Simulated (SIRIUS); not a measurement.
# HfB2 under changes of volume

One of the cells (13.625 Å³/atom); the others are scaled copies at fixed shape and fractional positions:

```
Hf B
1.0
     0.00000    2.73407    2.73407
     2.73407    0.00000    2.73407
     2.73407    2.73407    0.00000
Hf B
1 2
Cartesian
  0.0000 0.0000 0.0000
  1.3670 1.3670 1.3670
  4.1011 4.1011 4.1011
```

The cell was built by a generator and needn't be a form met in nature.

| Item | Value |
| --- | --- |
| Program | SIRIUS 7.10.0 |
| Functional | PBE |
| Potentials or basis | PseudoDojo 0.4.1 PBE standard (scalar relativistic) |
| Cutoff | 1054 eV |
| Density cutoff | 4214 eV |
| k mesh | 9 × 9 × 9 |
| Occupations | fermi-dirac, width 0.05 eV |
| Spin | no spin polarisation |

```csv
volume (Å³/atom),energy over the lowest point (meV/atom),pressure (GPa)
12.556,24.28,9.8
12.824,10.86,6.5
13.091,?,?
13.625,0.00,-1.8
13.892,4.90,-4.1
14.159,13.55,-6.3
```

What does the run at 13.091 Å³/atom give?

Energy over the lowest point 2.56 meV/atom; pressure 3.5 GPa.

Worked out: A Birch-Murnaghan fit of order 3 (a polynomial in V^(-2/3)) to the other rows has its minimum at 13.44 Å³/atom with B0 = V·E''(V) = 129 GPa and B' = 3.0. It gives 2.63 meV/atom at 13.091 Å³/atom, against the run's 2.56, and -dE/dV = 3.5 GPa, against 3.5.

Energies are extrapolated to zero smearing.
